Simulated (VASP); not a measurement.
Here is a VASP 6.6.1 calculation.

INCAR

```
PREC = Accurate ; ENCUT = 600
EDIFF = 1E-7 ; ISMEAR = 0
SIGMA = 0.03 ; LREAL = F
LASPH = T ; NELM = 80
ALGO = Normal ; ISIF = 3
LWAVE = F ; LCHARG = F
GGA = MK ; LUSE_VDW = T
AGGAC = 0.0 ; PARAM1 = 0.1234
PARAM2 = 0.711357 ; ZAB_VDW = -1.8867
IBRION = 2 ; NSW = 90
EDIFFG = -0.005 ; LATTICE_CONSTRAINTS = .TRUE. .TRUE. .FALSE.
```

KPOINTS

```
regular mesh
0
Gamma
  9 9 1
```

Contents of POSCAR:

```
ZrSe2                                   
1.0
    3.7674890730     -0.0000000000      0.0000000000
   -1.8837445365      3.2627412422      0.0000000000
    0.0000000000      0.0000000000     27.2880000000
  Se              Zr            
     4     2
Direct
     0.6666666699999979    0.3333333300000021    0.3282899029435153
     0.3333333300000021    0.6666666699999979    0.4450497573459118
     0.6666666699999979    0.3333333300000021    0.5549502426540882
     0.3333333300000021    0.6666666699999979    0.6717100970564844
     0.0000000000000000    0.0000000000000000    0.3866382498629810
     0.0000000000000000    0.0000000000000000    0.6133617501370189
```

Potentials or basis: VASP PAW PBE potentials, release 64 (Se, Zr_sv).

The run is started by

```console
$ cat potpaw_PBE.64/Se/POTCAR potpaw_PBE.64/Zr_sv/POTCAR > POTCAR
$ mpirun -np 1 vasp_std > vasp.out
```

Problem. What does it give for the relaxed volume?

Solution. 55.99 Å³/atom.

Problem. Estimate the relaxed cell.

Solution. a = 3.770 Å, b = 3.770 Å, c = 27.288 Å, α = 90.00°, β = 90.00°, γ = 120.00°.

Problem. Estimate the band gap on the k mesh.

Solution. 0.35 eV, indirect (least direct gap 1.05 eV).

Forces on the atoms (eV/Å):
```
Se   0.000  0.000 -0.002
Se   0.000  0.000  0.001
Se   0.000  0.000 -0.001
Se   0.000  0.000  0.002
Zr   0.000  0.000  0.001
Zr   0.000  0.000 -0.001
```

Caveat: the PAW data sets were made with another functional, which shifts forces and pressure a little.
